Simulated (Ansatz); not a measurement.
# Sb (Im-3m) in Ansatz: a series of runs

One crystal, Sb, is run at these levels: PBEsol, HSE06, PBE0; tasks: single point.

Program: Ansatz 0.2.0. These are calculated values, not measurements. Logs are shortened: lines on timing, memory, paths and dates and some standing lists are left out, and cuts for length are marked.

### Step 1. Starting point

Symmetry: Im-3m, No. 229, cubic system. Conventional cell: a = 3.743 Å, b = 3.743 Å, c = 3.743 Å, α = 90.00°, β = 90.00°, γ = 90.00°. Sb (site symmetry m-3m) has 8 Sb at 3.24 Å as nearest neighbours.

This isn't the form of Sb at room conditions, which is rhombohedral.

### Step 2. Single point, PBEsol

The input, input.yaml:

```yaml
crystal:
  lattice:
    - [-1.8713408863, 1.8713408863, 1.8713408863]
    - [1.8713408863, -1.8713408863, 1.8713408863]
    - [1.8713408863, 1.8713408863, -1.8713408863]
  atoms:
    - { symbol: Sb, position: [0.0, 0.0, 0.0] }
kpoints:
  mp_grid: { grid: [8, 8, 8] }
scf:
  occupations: { method: fermi_dirac, width: 0.05 }
hamiltonian:
  xc: pbesol
  pseudopotentials: { kind: all_electron, datasets: crystal }
output:
  forces: true
  stress: true
  eigenvalues: true
```

Potentials or basis: all-electron PAW datasets made for the crystal.

Started as:

```sh
$ ansatz run input.yaml --threads 2 --pin off --max-ram 8192MiB --backend cpu --events-out ev --progress --plain --runs-dir out
```

The program printed:

```text
Warning: RAYON_NUM_THREADS=2 ignored (pool sized by the plan → 2); use --threads N
hamiltonian.pseudopotentials.datasets: crystal makes datasets for this crystal and solves the spheres of its atoms anew in each pass: cutoff 160.0 eV, the density's 640.0 eV; for an error of 0.50 meV an atom under PBE, 0.5 meV for the cell; an energy difference from a run of another recipe may be off by several times the error for the cell, under r2SCAN by more, where some 0.1 meV an atom stays at smaller errors; Sb in spheres of 1.376 Å, 5 of its electrons in bands, 10 on its site; only band paths and densities of states list, in semicore columns, the levels of the semicore shells that are solved separately: 4d of Sb
Engine: ansatz 0.2.0, aarch64-unknown-linux-gnu
Pseudopotentials: kind: all_electron
Pseudopotential: Sb, paw, valence charge 15, recommended cutoff 160 eV (normal), crystal/all_electron/pbesol/scalar/gaussian/Sb, Koelling and Harmon's equation, gaussian nucleus
Functional definition: PBEsol
  exchange = pbesol_x
  correlation = pbesol_c
Crystal: 1 atoms, lattice volume = 26.213 Å³
Basis set: ecut = 160 eV, 135 PW (Γ), exchange–correlation on 30×30×30 points (8 copies of the dense FFT grid, shifted against one another)
Bands: 7, of which v1, the nominal top of the filled ones, is band 3 counted from 1 (2 counted from 0)
Symmetry: 48 space group operations
Space group: Im-3m (ITA 229), of the structure as read, at distance tolerance 3.0e-5 Å
k-points: 29 of 512
Non-local potential: Sb, projectors of the file, l = 0: 1, l = 1: 1
PAW form: soft (Blöchl's): semilocal exchange-correlation on the pseudo side does not see the compensation charge
PAW one-centre angular grid: Sb, 110 points (default); XC on its mesh's 1863 points in the sphere
Initial density: superposition of atomic densities (neutral atoms: chi_scale 0, normalization atom)
Initial wavefunctions: pseudopotential atomic-orbital guess
Functional: x = pbesol(κ = 0.804, μ = 0.12345679012345678), c = pbesol(β = 0.046)
iter 1 solved again at ethr=7.19e-4 eV; its pass at ethr=1.00e-1 eV (dr2=3.59e-2 eV) is discarded
SCF iter   1: F=—  HF=-176291.628106 eV  |F-HF|=—  |Δ(HF+E_count)|=         —  Δρ=1.00e-2  dr2=2.69e-2  ethr=7.19e-4  ⟨swp⟩=5.4  Hψ=1601  notcnv=0
preconditioner: auto → none  [insulator: Δε(μ)=0.171 eV  Ē_g=12.638 eV  σ=0.050 eV  W_gap=0.64  n_scr=0 (ndim 8)  ℏωp=16.2 eV  f_vac=0.000  D(μ)=0.61/eV (n_scr^D=0)  ε∞_Penn≈2.6]
SCF iter   2: F=—  HF=-176291.618643 eV  |F-HF|=—  |Δ(HF+E_count)|=   9.46e-3  Δρ=4.53e-3  dr2=4.82e-3  ethr=5.38e-4  ⟨swp⟩=3.2  Hψ=471  notcnv=0  defer=7
iter 3 solved again at ethr=3.41e-7 eV; its pass at ethr=9.65e-5 eV (dr2=1.70e-5 eV) is discarded
SCF iter   3: F=—  HF=-176291.616313 eV  |F-HF|=—  |Δ(HF+E_count)|=   2.33e-3  Δρ=2.99e-4  dr2=1.46e-5  ethr=3.41e-7  ⟨swp⟩=3.0  Hψ=909  notcnv=0
eigensolver tolerance schedule: the retry pair's looser diagonalisation over-reported the residual by 0.17 of it (diagonalisation noise at 0.17 of the residual, at the tolerance the schedule requests for it); recorded, not acted on — ethr = c·dr2/N_el stays at c = 1.0e-1
SCF iter   4: F=—  HF=-176291.616215 eV  |F-HF|=—  |Δ(HF+E_count)|=   9.82e-5  Δρ=1.41e-4  dr2=4.56e-6  ethr=2.92e-7  ⟨swp⟩=2.1  Hψ=283  notcnv=0  defer=2
SCF iter   5: F=—  HF=-176291.616199 eV  |F-HF|=—  |Δ(HF+E_count)|=   1.61e-5  Δρ=1.48e-5  dr2=7.84e-8  ethr=9.12e-8  ⟨swp⟩=2.9  Hψ=316  notcnv=0  defer=1
SCF iter   6: F=-176291.616198 eV  HF=-176291.616198 eV  |F-HF|=1.86e-9  |Δ(HF+E_count)|=   1.19e-7  Δρ=1.32e-6  dr2=2.93e-10  ethr=1.57e-9  ⟨swp⟩=2.2  Hψ=285  notcnv=0  defer=2
SCF 1 converged in 6 iterations: F = -176291.616200 eV  dr2 = 2.93e-10
  Residual-converged pass: ⟨swp⟩=3.0  Hψ=347  notcnv=0  max |occ|·‖R‖ = 3.2e-6 eV (tolerance 3.7e-6 eV)  dr2=2.01e-10  dr2_onsite=4.89e-9  max |Δocc| = 1.5e-10
SCF converged after 6 iterations
Free energy (F): -176291.616200 eV
Harris-Foulkes:  -176291.616200 eV  (|F-HF|=1.86e-9)
Internal energy: -176291.610707 eV  (E = F + TS)
E sigma→0 (E₀):  -176291.613453 eV
Entropy (-TS):   -0.005493 eV (-5.493 meV/atom)
Past the cutoff: the bands carry plane waves up to 1.75 times it, of which those up to 1.5 times it add -0.000064 eV an atom, each by itself; the spheres take 0.000103 eV an atom off the energy for waves past 1.75 times it
By the cutoff:   a pressure is off by up to 0.005 GPa (1.2 times the spheres' own share and the shells' term, over an atom's volume, and 0.004 GPa: a bound that held against runs at twice the plane waves)
Past the cutoffs: a stress includes 0.0038 GPa for waves and charges beyond them, in addition to the slope of what the spheres take
In the spheres:  the bands' charges fall short by 5.2e-7 e at most (sound up to 1e-3), those of shells solved beside the bands by 6.8e-7 e (sound up to 5e-4)
Fermi energy:    14.827549 eV
--- Per-component energies (eV) ---
  E_band       = 47.924457
  E_kinetic    = 53.541293
  E_local      = -993.432681  (includes V_loc(G=0)·N_el)
  E_nonlocal   = 7.755015
  E_hartree    = 487.430947
  E_xc         = -84.477878
  E_vxc        = -87.805391  (∫ρ·V_xc dr)
  E_paw        = -178298.196208  (= ΣΔE_a)
  E_vpaw       = -4017.948070  (= ΣTr[D̂ρ^β])
  E_ewald      = -1575.184159
  E_smearing   = -0.005493  (= −TS)
  E_closure    = 4110.952965  (closes the sum)
  Σ components = -176291.616200   (vs F -176291.616200, Δ=0.00e0)
  The terms above E_closure are by the made datasets' own strengths, without shells solved beside the bands.
--- Forces (eV/Å), atoms counted from 1 ---
  atom   1  Sb    -0.00000000    -0.00000000    -0.00000000
  max |Σ_I F_I| component: 2.14e-31 eV/Å
--- Stress (GPa, compression-positive) ---
       -1.013057       0.000000       0.000000
        0.000000      -1.013057      -0.000000
        0.000000      -0.000000      -1.013057
  P = ⅓ Tr σ = -1.0131 GPa (-10.131 kbar)
  It holds what live shells' own plane waves past their cutoff add
--- Band table (eV; the first three rows and the last of 29) ---
  k-point 0: bands = ["1.8541", "20.6070", "20.6070", "20.6070", "26.3444"]
  k-point 1: bands = ["2.1895", "18.3589", "19.6486", "20.3142", "24.2263"]
  k-point 2: bands = ["3.1850", "14.5759", "18.1296", "19.6148", "22.6834"]
  k-point 28: bands = ["9.4227", "12.8690", "12.8690", "12.8690", "17.8473"]
```

Run time: 0.88 s. Hardware: 2 threads of Arm Neoverse V2, shared host; peak memory 0.3 GiB.

What came out:

```
Free energy            : -176291.6162 eV
Pressure               : -1.0 GPa
Band gap on the k mesh : none (metal or under the smearing width)
```

Caveat: the k mesh is thin for a metal, which can move the energy by tens of meV per atom. The run has no spin-orbit coupling, so splittings on Sb are missing.

### Step 3. Single point, HSE06

input.yaml: that of step 2 with these lines changed.

```diff
@@ -12,3 +12,3 @@
 hamiltonian:
-  xc: pbesol
+  xc: hse06
   pseudopotentials: { kind: all_electron, datasets: crystal }
@@ -17,2 +17 @@
   stress: true
-  eigenvalues: true
```

Potentials or basis: all-electron PAW datasets made for the crystal.

Started as:

```sh
$ ansatz run input.yaml --threads 2 --pin off --max-ram 8192MiB --backend cpu --events-out ev --progress --plain --runs-dir out
```

Wall time 58 s (2 threads of Arm Neoverse V2, shared host); peak memory 0.64 GiB.

The run converged. Its results:

| Property | Result |
| --- | --- |
| Free energy | -176367.6112 eV |
| Pressure | -0.3 GPa |
| Band gap on the k mesh | none (metal or under the smearing width) |

Levels at points of the mesh, in eV from the Fermi level:
| k point | band 6 | band 7 | band 8 | band 9 | band 10 |
| --- | --- | --- | --- | --- | --- |
| (0.00, 0.00, 0.00) | -14.55 | 6.49 | 6.49 | 6.49 | 12.23 |
| (0.00, 0.00, -0.50) | -9.77 | -6.49 | 2.08 | 4.43 | 7.24 |
| (-0.50, -0.50, -0.50) | -5.80 | -2.34 | -2.34 | -2.34 | 3.27 |

Caveat: the k mesh is thin for a metal, which can move the energy by tens of meV per atom; the program warned that the printed levels may be off, so bands, gaps and densities of states are rough. The run has no spin-orbit coupling, so splittings on Sb are missing.

### Step 4. Single point, PBE0

input.yaml: that of step 3 with these lines changed.

```diff
@@ -12,3 +12,3 @@
 hamiltonian:
-  xc: hse06
+  xc: pbe0
   pseudopotentials: { kind: all_electron, datasets: crystal }
```

Potentials or basis: all-electron PAW datasets made for the crystal.

Started as:

```sh
$ ansatz run input.yaml --threads 2 --pin off --max-ram 8192MiB --backend cpu --events-out ev --progress --plain --runs-dir out
```

The program printed:

```text
Warning: RAYON_NUM_THREADS=2 ignored (pool sized by the plan → 2); use --threads N
hamiltonian.pseudopotentials.datasets: crystal makes datasets for this crystal and solves the spheres of its atoms anew in each pass: cutoff 270.0 eV, the density's 1080.0 eV;, for an error of 0.50 meV an atom under PBE, 0.5 meV for the cell; an energy difference from a run of another recipe may be off by several times the error for the cell, under r2SCAN by more, where some 0.1 meV an atom stays at smaller errors; Sb in spheres of 1.376 Å, 15 of its electrons in bands
[... 2 set-up lines as earlier in the session ...]
Pseudopotential: Sb, paw, valence charge 15, recommended cutoff 270 eV (normal), crystal/all_electron/pbe/scalar/gaussian/Sb, Koelling and Harmon's equation, gaussian nucleus
Functional definition: PBE0
  parameter a = 0.25
  parameter kappa = 0.804
  parameter beta = 0.06672455060314922
  exchange = (1 - a)*pbe_x(kappa = kappa, mu = beta*pi^2/3) + a*exact_x
  correlation = pbe_c(beta = beta)
Crystal: 1 atoms, lattice volume = 26.213 Å³
Basis set: ecut = 270 eV, 249 PW (Γ), exchange–correlation on 36×36×36 points (8 copies of the dense FFT grid, shifted against one another)
Bands: 12, of which v1, the nominal top of the filled ones, is band 8 counted from 1 (7 counted from 0)
[... 2 set-up lines as earlier in the session ...]
k-points: 29 of 512
Non-local potential: Sb, projectors of the file, l = 0: 1, l = 1: 1, l = 2: 2
[... 1 set-up line as earlier in the session ...]
PAW one-centre angular grid: Sb, 590 points (default); XC on its mesh's 1863 points in the sphere
[... 2 set-up lines as earlier in the session ...]
Functional: x = 0.75 pbe(κ = 0.804, μ = 0.2195149727645171) + 0.25 exact, c = pbe(β = 0.06672455060314922)
iter 1 solved again at ethr=1.58e-4 eV; its pass at ethr=1.00e-1 eV (dr2=2.37e-2 eV) is discarded
SCF iter   1: F=—  HF=-176367.935629 eV  |F-HF|=—  |Δ(HF+E_count)|=         —  Δρ=9.99e-3  dr2=2.52e-2  ethr=1.58e-4  ⟨swp⟩=4.8  Hψ=2183  notcnv=0
preconditioner: auto → none  [insulator: Δε(μ)=0.171 eV  Ē_g=12.664 eV  σ=0.050 eV  W_gap=0.64  n_scr=12 (ndim 8)  ℏωp=16.2 eV  f_vac=0.000  D(μ)=0.62/eV (n_scr^D=0)]
[... 24 lines left out ...]
Fermi energy:    14.879052 eV
--- Per-component energies (eV) ---
  E_band       = -129.149615
  E_kinetic    = 93.839132
  E_local      = -1038.986087  (includes V_loc(G=0)·N_el)
  E_nonlocal   = 93.143364
  E_hartree    = 495.511931
  E_xc         = -49.164583
  E_vxc        = -61.556367  (∫ρ·V_xc dr)
  E_exx        = -46.512008  (= α·E_x^exact, valence–valence)
  E_paw        = -178102.899480  (= ΣΔE_a)
  E_vpaw       = -3877.083462  (= ΣTr[D̂ρ^β])
  E_ewald      = -1575.184159
  E_smearing   = -0.003197  (= −TS)
  E_closure    = 3763.492907  (closes the sum)
  Σ components = -176366.762180   (vs F -176366.762180, Δ=0.00e0)
  The terms above E_closure are by the made datasets' own strengths, without shells solved beside the bands.
--- Forces (eV/Å), atoms counted from 1 ---
  atom   1  Sb    -0.00000000     0.00000000     0.00000000
  max |Σ_I F_I| component: 2.08e-17 eV/Å
--- Stress (GPa, compression-positive) ---
       -0.554020       0.000000       0.000000
        0.000000      -0.554020       0.000000
        0.000000      -0.000000      -0.554020
  P = ⅓ Tr σ = -0.5540 GPa (-5.540 kbar)
--- Band table (eV; the first three rows and the last of 29) ---
  k-point 0: bands = ["-17.3037", "-17.3037", "-17.3037", "-17.2179", "-17.2179", "-0.0481", "21.8357", "21.8357", "21.8357", "27.5773"]
  k-point 1: bands = ["-17.3074", "-17.2973", "-17.2841", "-17.2223", "-17.2191", "0.3267", "19.2681", "20.7375", "21.5075", "25.4035"]
  k-point 2: bands = ["-17.3164", "-17.2855", "-17.2367", "-17.2294", "-17.2220", "1.4389", "14.4826", "19.0230", "20.7283", "23.7791"]
  k-point 28: bands = ["-17.3065", "-17.3065", "-17.1820", "-17.1820", "-17.1820", "8.7410", "12.2214", "12.2214", "12.2214", "18.5168"]
```

Run time: 58 s. Hardware: 2 threads of Arm Neoverse V2, shared host; peak memory 0.64 GiB.

What came out:

| Property | Result |
| --- | --- |
| Free energy | -176366.7622 eV |
| Pressure | -0.6 GPa |
| Band gap on the k mesh | none (metal or under the smearing width) |

Caveat: the k mesh is thin for a metal, which can move the energy by tens of meV per atom; the program warned that the printed levels may be off, so bands, gaps and densities of states are rough. Spin-orbit coupling is left out, which matters for the levels of Sb.

### Step 5. The runs side by side

```tsv
level	cutoff (eV)	gap on the mesh (eV)	pressure (GPa)
PBEsol	160	none	-1.0
HSE06	270	none	-0.3
PBE0	270	none	-0.6
```

Alike in all rows: task single point; potentials or basis all-electron PAW datasets made for the crystal; no spin polarisation; cell as given; k mesh 8 × 8 × 8; smearing fermi-dirac 0.05 eV.

Every run on the cell as given and a fine mesh finds a metal. The pressure there spans -1.0 GPa (PBEsol) to -0.3 GPa (HSE06); a positive pressure means that this level wants a larger cell, a negative one a smaller.

Caveats: the k mesh is thin for a metal, which can move the energy by tens of meV per atom; the program warned that the printed levels may be off, so bands, gaps and densities of states are rough (some runs).

Compare energies only between runs with the same functional and basis.
